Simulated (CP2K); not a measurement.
## HfO2 in CP2K: the effect of functional

Crystal: HfO2.

```xyz
6
Lattice="3.5580 0.0000 0.0000 0.0000 3.5580 0.0000 0.0000 0.0000 5.1719" Properties=species:S:1:pos:R:3 pbc="T T T"
Hf    0.0000    0.0000    0.0000
Hf    1.7790    1.7790    2.5859
O     0.0000    1.7790    1.0199
O     1.7790    0.0000    1.5660
O     1.7790    0.0000    4.1519
O     0.0000    1.7790    3.6059
```

Measurements of this composition are mostly on another form, of space group No. 14.

Alike in all runs:

| Property | Result |
| --- | --- |
| Program | CP2K 2026.2 |
| Task | band structure |
| Potentials or basis | POTENTIAL_UZH Hf GTH-PBE-q12, O GTH-PBE-q6; DZVP-MOLOPT-PBE-GTH basis |
| Density cutoff | 11565 eV |
| k mesh | 8 × 8 × 5 |
| Occupations | fermi-dirac, width 0.05 eV |
| Spin | no spin polarisation |

One run gave: gap on the mesh 4.69 eV; pressure -6.3 GPa; largest force 0.01 eV/Å. Which functional did it use?
A. PBE
B. rev-vdW-DF2
C. vdW-DF-cx
D. TPSS
E. LDA

E.

```csv
functional,gap on the mesh (eV),pressure (GPa),largest force (eV/Å)
PBE,4.86,3.9,0.01
LDA,4.69,-6.3,0.01
BLYP,4.87,10.5,1.69
rev-vdW-DF2,4.84,1.4,0.05
vdW-DF-cx,4.83,-1.1,0.05
TPSS,5.02,2.3,0.12
```

Caveats: spin-orbit coupling is left out, which moves the levels of the heavy elements; the basis of atomic orbitals isn't converged, which shifts pressures, moduli and gaps; the potentials were made for another functional, which shifts forces and pressure (some runs).

